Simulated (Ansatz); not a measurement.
Crystal: CoH.

```
Co H
1.0
     0.00000    1.84296    1.84296
     1.84296    0.00000    1.84296
     1.84296    1.84296    0.00000
Co H
1 1
Direct
  0.00000 0.00000 0.00000
  0.50000 0.50000 0.50000
```

The cell comes from a database or a generator and needn't be the stable form of this composition.

* Program: Ansatz 0.2.0
* Task: relaxation of cell and atoms
* Functional: r2SCAN
* Potentials or basis: Ansatz PAW
* Cutoff: 500 eV (not typed: the program's choice for these potentials)
* k mesh: 12 × 12 × 12
* Occupations: fermi-dirac, width 0.05 eV
* Spin: collinear spin, ferromagnetic start
* Starting moments: [2.0, 0.0] μB
* Hubbard terms: Co d U = 3 eV

At the start: volume 6.26 Å³/atom.

Question: How do energy, volume and symmetry change on relaxing?

Answer: It ends after 9 steps and the volume is 7.43 Å³/atom (+18.7 %); space group Fm-3m (No. 225, to 0.05 Å); moment 1.97 μB per cell.

Step by step:
```csv
step,energy change (eV),largest force (eV/Å),volume (Å³)
1,0.0000,0.0000,12.52
2,-0.1703,0.0000,13.73
3,-0.2082,0.0000,14.59
4,-0.2098,0.0000,14.80
5,-0.2098,0.0000,14.84
6,-0.2142,0.0000,14.84
7,-0.2142,0.0000,14.87
8,-0.2142,0.0000,14.87
9,-0.2142,0.0000,14.87
```

Final structure:
```
Co H
1.0
     0.00000    1.95158    1.95158
     1.95158    0.00000    1.95158
     1.95158    1.95158    0.00000
Co H
1 1
Direct
  0.00000 0.00000 0.00000
  0.50000 0.50000 0.50000
```

Caveat: the magnetic or orbital state may not be the lowest; the volume moved by over 15 % at a fixed basis, so the end points are rough; the plane-wave basis is chosen anew once the cell has moved, so the energies of steps on either side of that aren't comparable; the PAW data sets come from PBE, with cores solved anew for the run's functional, which leaves a small shift of forces and pressure; the U is typed as a test and isn't derived for this compound.
